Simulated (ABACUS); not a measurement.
# InAs (F-43m) in ABACUS: settings compared

The runs below take InAs through single point, relaxation of cell and atoms, with HLE16, PW91.

Program: ABACUS 3.10.1. These are calculated values, not measurements. Logs are shortened: lines on timing, memory, paths and dates and some standing lists are left out, and cuts for length are marked.

**Experimental background.**

From a printed reference work, data compilation, for a bulk crystal of InAs at 4.2 K: band gap 0.418 eV (direct).

The results are compared with them further down.

## (1) The crystal as given

It takes space group F-43m (No. 216, cubic). The conventional cell has a = 6.036 Å, b = 6.036 Å, c = 6.036 Å, α = 90.00°, β = 90.00°, γ = 90.00°. Around In (site symmetry -43m) lie 4 As at 2.61 Å. As (site symmetry -43m) has 4 In at 2.61 Å as nearest neighbours.

## (2) Single point, HLE16

Contents of INPUT:

```
INPUT_PARAMETERS
suffix              InAs
calculation         scf
basis_type          pw
pseudo_dir          ./
symmetry            1
dft_functional      GGA_XC_HLE16
ecutwfc             40
pseudo_rcut         10
nspin               1
nbands              19
ks_solver           dav
smearing_method     fd
smearing_sigma      0.00367493
scf_thr             1e-08
scf_nmax            100
mixing_type         broyden
mixing_beta         0.7
cal_force           1
cal_stress          1
ecutrho             320
out_chg             1
kpar                4
```

Contents of STRU:

```
ATOMIC_SPECIES
In 114.8180 in_pbe_v1.4.uspp.F.UPF
As 74.9216 as_pbe_v1.uspp.F.UPF

LATTICE_CONSTANT
1.8897261246

LATTICE_VECTORS
0.0000000000 3.0180000000 3.0180000000
3.0180000000 0.0000000000 3.0180000000
3.0180000000 3.0180000000 0.0000000000

ATOMIC_POSITIONS
Direct

In
0.0
1
0.0000000000 0.0000000000 0.0000000000 1 1 1

As
0.0
1
0.7500000000 0.7500000000 0.7500000000 1 1 1
```

Contents of KPT:

```
K_POINTS
0
Gamma
6 6 6 0 0 0
```

Potentials or basis: GBRV ultrasoft 1.5 PBE, plane waves.

Command:

```console
$ OMP_NUM_THREADS=1 mpirun -np 4 abacus > log
```

running log:

```text
ABACUS v3.10.1

               Atomic-orbital Based Ab-initio Computation at UStc

 ------------------------------------------------------------------------------------

 READING GENERAL INFORMATION
                           global_out_dir = OUT.InAs/
                           global_in_card = INPUT
                               pseudo_dir = ./
                              orbital_dir =
                                    DSIZE = 4
                                    GSIZE = 1

 READING UNITCELL INFORMATION
                                    ntype = 2
                  lattice constant (Bohr) = 1.88973
              lattice constant (Angstrom) = 1

 READING ATOM TYPE 1
                               atom label = In
                      L=0, number of zeta = 1
                      L=1, number of zeta = 1
                      L=2, number of zeta = 1
             number of atom for this type = 1

 READING ATOM TYPE 2
                               atom label = As
                      L=0, number of zeta = 1
                      L=1, number of zeta = 1
                      L=2, number of zeta = 1
             number of atom for this type = 1

                        TOTAL ATOM NUMBER = 2
DIRECT COORDINATES
    atom                   x                   y                   z     mag                  vx                  vy                  vz
taud_In1            0.0000000000        0.0000000000        0.0000000000  0.0000        0.0000000000        0.0000000000        0.0000000000
taud_As1            0.7500000000        0.7500000000        0.7500000000  0.0000        0.0000000000        0.0000000000        0.0000000000

                          Volume (Bohr^3) = 371.009
                             Volume (A^3) = 54.9778

 Lattice vectors: (Cartesian coordinate: in unit of a_0)
                   +0              +3.018              +3.018
               +3.018                  +0              +3.018
               +3.018              +3.018                  +0
 Reciprocal vectors: (Cartesian coordinate: in unit of 2 pi/a_0)
            -0.165673           +0.165673           +0.165673
            +0.165673           -0.165673           +0.165673
            +0.165673           +0.165673           -0.165673
 The esolver type has been set to : ksdft_pw

                PAO radial cut off (Bohr) = 10

 Read in pseudopotential file is in_pbe_v1.4.uspp.F.UPF
                     pseudopotential type = US
          exchange-correlation functional = PBE
                 nonlocal core correction = 1
                        valence electrons = 13
                                     lmax = 2
                           number of zeta = 3
                     number of projectors = 6
                           L of projector = 0
                           L of projector = 0
                           L of projector = 1
                           L of projector = 1
                           L of projector = 2
                           L of projector = 2
 XC functional updated to : GGA_XC_HLE16
          exchange-correlation functional = GGA_XC_HLE16
                PAO radial cut off (Bohr) = 10

 Read in pseudopotential file is as_pbe_v1.uspp.F.UPF
                     pseudopotential type = US
          exchange-correlation functional = PBE
                 nonlocal core correction = 1
                        valence electrons = 5
                                     lmax = 2
                           number of zeta = 2
                     number of projectors = 6
                           L of projector = 0
                           L of projector = 0
                           L of projector = 1
                           L of projector = 1
                           L of projector = 2
                           L of projector = 2
 XC functional updated to : GGA_XC_HLE16
          exchange-correlation functional = GGA_XC_HLE16
     initial pseudo atomic orbital number = 13

 SETUP THE ELECTRONS NUMBER
            electron number of element In = 13
      total electron number of element In = 13
            electron number of element As = 5
      total electron number of element As = 5
            AUTOSET number of electrons:  = 18
                           occupied bands = 9
                                   NBANDS = 19
                                   NLOCAL = 18

%%%%%%%%%%%%%%%%%%%%%%%%%%%%%%%%%%%%%%%%%%%%%%%%%%%%%%%%%%%%%%%%%%%%%%%%%%%%%%%%%%%%%%%%%%%%%%%%%%%%%%%%%%
 Warning: the number of valence electrons in pseudopotential > 3 for In: [Kr] 4d10 5s2 5p1
 Pseudopotentials with additional electrons can yield (more) accurate outcomes, but may be less efficient.
 If you're confident that your chosen pseudopotential is appropriate, you can safely ignore this warning.
%%%%%%%%%%%%%%%%%%%%%%%%%%%%%%%%%%%%%%%%%%%%%%%%%%%%%%%%%%%%%%%%%%%%%%%%%%%%%%%%%%%%%%%%%%%%%%%%%%%%%%%%%%

 SETUP THE PLANE WAVE BASIS
[... 70 lines left out ...]
                                    ibrav = 2
                       right hand lattice = 1
(for k-lattice: )
                             BRAVAIS TYPE = 2
                     BRAVAIS LATTICE NAME = 02. Cubic I (body-centered)
                                    ibrav = 2
                       right hand lattice = 1
                        ROTATION MATRICES = 48
                               nkstot_ibz = 16
K-POINTS REDUCTION ACCORDING TO SYMMETRY
     IBZ    DIRECT_X    DIRECT_Y    DIRECT_Z  WEIGHT  ibz2bz
       1  0.00000000  0.00000000  0.00000000  0.0046       0
       2  0.16666667  0.16666667  0.16666667  0.0370       1
       3  0.33333333  0.33333333  0.33333333  0.0370       2
       4  0.50000000  0.50000000  0.50000000  0.0185       3
       5  0.16666667  0.16666667  0.00000000  0.0278       7
       6  0.33333333  0.33333333  0.16666667  0.1111       8
[... 8 lines left out ...]
      15  0.50000000  0.33333333 -0.33333333  0.1111      52
      16  0.50000000  0.33333333 -0.16666667  0.0556      58

                               nkstot now = 16
[... K-POINTS DIRECT COORDINATES: 16 rows ...]

           k-point number in this process = 4
       minimum distributed K point number = 4
[... stars of the k points ...]

[... K-POINTS CARTESIAN COORDINATES: 4 rows ...]

[... K-POINTS DIRECT COORDINATES: 4 rows ...]

 SETUP PLANE WAVES FOR WAVE FUNCTIONS
     energy cutoff for wavefunc (unit:Ry) = 40
              fft grid for wave functions = [ 36, 36, 36 ]
                    number of plane waves = 1989
                         number of sticks = 211

 PARALLEL PW FOR WAVE FUNCTIONS
     PROC   COLUMNS(POT)             PW
        1            211           1989
 --------------- sum -------------------
        1            211           1989

 SETUP NONLOCAL PSEUDOPOTENTIALS IN PLANE WAVE BASIS
 In non-local projectors:
 projector 1 L=0
 projector 2 L=0
 projector 3 L=1
 projector 4 L=1
 projector 5 L=2
 projector 6 L=2
 As non-local projectors:
 projector 1 L=0
 projector 2 L=0
 projector 3 L=1
 projector 4 L=1
 projector 5 L=2
 projector 6 L=2
      TOTAL NUMBER OF NONLOCAL PROJECTORS = 36

 Init Non-Local PseudoPotential table :
 Init Non-Local-Pseudopotential done.

                                     npwx = 1591

 Make real space PAO into reciprocal space.
       max mesh points in Pseudopotential = 769
     dq(describe PAO in reciprocal space) = 0.01
                                    max q = 763

 number of pseudo atomic orbitals for In is 3
WARNING: norm of atomic wavefunction # 3 of atomic type In is 0.999987, renormalized

 number of pseudo atomic orbitals for As is 2
WARNING: norm of atomic wavefunction # 2 of atomic type As is 0.999959, renormalized

 -------------------------------------------
 SELF-CONSISTENT
 -------------------------------------------
                                 init_chg = atomic

 PW ALGORITHM --------------- ION=   1  ELEC=   1--------------------------------

 Density error is 1.15388045176
                          Error Threshold = 0.01
----------------------------------------------------------
     Energy           Rydberg                 eV
----------------------------------------------------------
 E_KohnSham     -190.6461834525      -2593.8743969074
 E_Harris       -200.7834384414      -2731.7988268357
 E_Fermi        0.3363160601         4.5758147459
----------------------------------------------------------
[... 75 lines left out ...]
 Density error is 3.46746708666e-09
                          Error Threshold = 3.66249044849e-10
----------------------------------------------------------
     Energy           Rydberg                 eV
----------------------------------------------------------
 E_KohnSham     -191.0666934792      -2599.5957293366
 E_KS(sigma->0) -191.0666783806      -2599.5955239096
 E_Harris       -191.0666886557      -2599.5956637096
 E_band         -9.0920869591        -123.7041893549
 E_one_elec     -60.5446479724       -823.7521958283
 E_Hartree      44.2580711485        602.1619501085
 E_xc           -87.6609199567       -1192.6880033327
 E_Ewald        -87.1191665014       -1185.3170694300
 E_entropy(-TS) -0.0000301972        -0.0004108541
 E_descf        0.0000000000         0.0000000000
 E_exx          0.0000000000         0.0000000000
 E_Fermi        0.3374710974         4.5915298344
----------------------------------------------------------

 charge density convergence is achieved
 final etot is -2599.5957293 eV
 EFERMI = 4.5915298344 eV

 STATE ENERGY(eV) AND OCCUPATIONS    NSPIN == 1
 1/4 kpoint (Cartesian) = 0.0000 0.0000 0.0000 (1591 pws)
       1       -12.3113     0.00925926
       2       -12.3113     0.00925926
       3       -12.3113     0.00925926
       4       -12.2295     0.00925926
       5       -12.2295     0.00925926
       6       -7.23964     0.00925926
[... 74 lines left out ...]
      18        17.0621        0.00000
      19        17.6223        0.00000

------------------------------------------------------------------------------------------
 TOTAL-FORCE (eV/Angstrom)
------------------------------------------------------------------------------------------
                       In1         0.0000000000         0.0000000000         0.0000000000
                       As1         0.0000000000         0.0000000000         0.0000000000
------------------------------------------------------------------------------------------

----------------------------------------------------------------
 TOTAL-STRESS (KBAR)
----------------------------------------------------------------
       -58.1500286706        -0.0000000000         0.0000000000
         0.0000000000       -58.1500286706        -0.0000000000
         0.0000000000         0.0000000000       -58.1500286706
----------------------------------------------------------------
 TOTAL-PRESSURE: -58.150029 KBAR

 --------------------------------------------
 !FINAL_ETOT_IS -2599.5957293366304839 eV
 --------------------------------------------
```

Run time: 19 s. Hardware: 4 MPI ranks of Intel Xeon Platinum 8488C (Sapphire Rapids), shared host; peak memory 0.76 GiB.

Results:

```yaml
Free_energy: -2599.5957 eV
Pressure: -5.8 GPa
Band_gap_on_the_k_mesh: 0.26 eV, direct
```

Levels at points of the mesh, in eV from the valence-band top:
```tsv
k point	band 7	band 8	band 9	band 10	band 11	band 12
(0.00, 0.00, 0.00)	0.00	0.00	0.00	0.26	4.57	4.57
(0.50, 0.50, 0.50)	-5.23	-0.85	-0.85	1.64	5.45	5.45
(0.50, 0.50, 0.00)	-5.44	-1.97	-1.97	2.88	2.91	9.71
```

Caveat: the potentials were made for a functional far from this one; the potentials were made for another functional, which shifts forces and pressure; spin-orbit coupling is left out, which moves the levels of the heavy elements.

## (3) Relaxation of cell and atoms, HLE16

INPUT, as its differences from that of step 2:

```diff
@@ -2,3 +2,3 @@
 suffix              InAs
-calculation         scf
+calculation         cell-relax
 basis_type          pw
@@ -10,3 +10,3 @@
 nspin               1
-nbands              19
+nbands              13
 ks_solver           dav
@@ -21,3 +21,7 @@
 ecutrho             320
-out_chg             1
+relax_nmax          60
+force_thr_ev        0.005
+relax_method        cg
+out_stru            1
+stress_thr          0.2
 kpar                4
```

Contents of STRU:

```
ATOMIC_SPECIES
In 114.8180 in_pbe_v1.4.uspp.F.UPF
As 74.9216 as_pbe_v1.uspp.F.UPF

LATTICE_CONSTANT
8.0655335175

LATTICE_VECTORS
0.0000000000 0.7071067812 0.7071067812
0.7071067812 0.0000000000 0.7071067812
0.7071067812 0.7071067812 0.0000000000

ATOMIC_POSITIONS
Cartesian

In
0.0
1
0.0000000000 0.0000000000 0.0000000000 1 1 1

As
0.0
1
1.0606601718 1.0606601718 1.0606601718 1 1 1
```

KPT is that of step 2.

Potentials or basis: GBRV ultrasoft 1.5 PBE, plane waves.

Command:

```console
$ OMP_NUM_THREADS=1 mpirun -np 4 abacus > log
```

Run time: 68 s. Hardware: 4 MPI ranks of Intel Xeon Platinum 8488C (Sapphire Rapids), shared host; peak memory 0.76 GiB.

The run converged. Its results:

```
Free energy                            : -2599.7086 eV
Relaxed volume                         : 24.71 Å³/atom
Relaxed cell                           : a = 4.119 Å, b = 4.119 Å, c = 4.119 Å, α = 60.00°, β = 60.00°, γ = 60.00°
Space group after relaxing (to 0.05 Å) : F-43m (No. 216)
Energy gained by relaxing              : 56.4 meV/atom
Ionic steps                            : 4
Pressure after relaxing                : 0.0 GPa
Band gap on the k mesh                 : 0.90 eV, direct
```

The path:
| step | energy change (eV) | largest force (eV/Å) | pressure (GPa) | volume (Å³) |
| --- | --- | --- | --- | --- |
| 1 | 0.0000 | 0.0000 | -5.82 | 54.98 |
| 2 | -0.0865 | 0.0000 | 3.87 | 47.15 |
| 3 | -0.1128 | 0.0000 | -0.02 | 49.44 |
| 4 | -0.1128 | 0.0000 | 0.02 | 49.42 |

Final structure:
```xyz
2
Lattice="0.0000 2.9128 2.9128 2.9128 0.0000 2.9128 2.9128 2.9128 0.0000" Properties=species:S:1:pos:R:3 pbc="T T T"
In    0.0000    0.0000    0.0000
As    4.3691    4.3691    4.3691
```

Levels at points of the mesh, in eV from the valence-band top:
| k point | band 5 | band 6 | band 7 | band 8 | band 9 | band 10 | band 11 |
| --- | --- | --- | --- | --- | --- | --- | --- |
| (0.00, 0.00, 0.00) | -16.73 | -12.35 | 0.00 | 0.00 | 0.00 | 0.90 | 4.61 |
| (0.50, 0.50, 0.50) | -16.72 | -10.85 | -5.77 | -1.00 | -1.00 | 1.90 | 5.50 |
| (0.50, 0.50, 0.00) | -16.70 | -10.26 | -5.91 | -2.33 | -2.33 | 2.68 | 2.95 |

Caveat: the potentials were made for a functional far from this one; the potentials were made for another functional, which shifts forces and pressure; spin-orbit coupling is left out, which moves the levels of the heavy elements; the volume moved by -10 % from the deposited cell, more than functionals usually miss.

## (4) Single point, PW91

Contents of INPUT:

```
INPUT_PARAMETERS
suffix              InAs
calculation         scf
basis_type          pw
pseudo_dir          ./
symmetry            1
dft_functional      GGA_X_PW91+GGA_C_PW91
ecutwfc             84
pseudo_rcut         10
nspin               1
nbands              24
ks_solver           dav
smearing_method     fd
smearing_sigma      0.00367493
scf_thr             1e-08
scf_nmax            100
mixing_type         broyden
mixing_beta         0.7
cal_force           1
cal_stress          1
out_chg             1
kpar                4
```

Contents of STRU:

```
ATOMIC_SPECIES
In 114.8180 In.upf
As 74.9216 As.upf

LATTICE_CONSTANT
1.8897261246

LATTICE_VECTORS
0.0000000000 3.0180000000 3.0180000000
3.0180000000 0.0000000000 3.0180000000
3.0180000000 3.0180000000 0.0000000000

ATOMIC_POSITIONS
Direct

In
0.0
1
0.0000000000 0.0000000000 0.0000000000 1 1 1

As
0.0
1
0.7500000000 0.7500000000 0.7500000000 1 1 1
```

KPT is that of step 3.

Potentials or basis: PseudoDojo NC SR 0.5 PBE standard, plane waves.

Command:

```console
$ OMP_NUM_THREADS=1 mpirun -np 4 abacus > log
```

Wall time 4.7 s (4 MPI ranks of AMD EPYC 9R45 (Zen 5), shared host); peak memory 0.44 GiB.

Results (log left out):

| Item | Value |
| --- | --- |
| Free energy | -4699.1009 eV |
| Pressure | 4.2 GPa |
| Band gap on the k mesh | none (metal or under the smearing width) |

Levels at points of the mesh, in eV from the Fermi level:
```tsv
k point	band 11	band 12	band 13	band 14	band 15	band 16	band 17	band 18
(0.00, 0.00, 0.00)	-11.95	-0.26	-0.04	-0.04	-0.04	3.88	3.88	3.88
(0.50, 0.50, 0.50)	-10.48	-5.83	-1.03	-1.03	0.90	4.66	4.66	6.84
(0.50, 0.50, 0.00)	-9.94	-5.91	-2.37	-2.37	1.50	2.02	9.18	9.25
```

Caveat: the potentials were made for another functional, which shifts forces and pressure; this crystal is a semiconductor, whose small gap the functional closes, so the metal is an error of the method.

## (5) The runs side by side

| task | level | potentials or basis | cell | cutoff (eV) | max steps of the relaxation | force threshold | optimiser | stress threshold | gap on the mesh (eV) | pressure (GPa) |
| --- | --- | --- | --- | --- | --- | --- | --- | --- | --- | --- |
| single point | HLE16 | GBRV ultrasoft 1.5 PBE, plane waves | as given | 544 | - | - | - | - | 0.26 | -5.8 |
| relaxation of cell and atoms | HLE16 | GBRV ultrasoft 1.5 PBE, plane waves | relaxed | 544 | 60 | 0.005 eV/Å | cg | 0.2 kbar | 0.90 | 0.0 |
| single point | PW91 | PseudoDojo NC SR 0.5 PBE standard, plane waves | as given | 1143 | - | - | - | - | none | 4.2 |

Alike in all rows: no spin polarisation; k mesh 6 × 6 × 6; smearing fermi-dirac 0.05 eV.

Caveats: the potentials were made for another functional, which shifts forces and pressure; the potentials were made for a functional far from this one (some runs); spin-orbit coupling is left out, which moves the levels of the heavy elements (some runs); the volume moved by -10 % from the deposited cell, more than functionals usually miss (some runs); this crystal is a semiconductor, whose small gap the functional closes, so the metal is an error of the method (some runs).

Absolute energies hang on the potentials; compare differences alone.

## (6) Comparison with measurements

Step 4. Against the measured gap of InAs, 0.418 eV (direct; 4.2 K; a printed reference work, data compilation), the calculated 0.00 eV is off by -0.42 eV. Spin-orbit coupling on As, In is left out. The value is that of PW91 on a finite k mesh, which can miss the band edges, without temperature or zero-point motion. Semilocal functionals fall short of measured gaps as a rule.
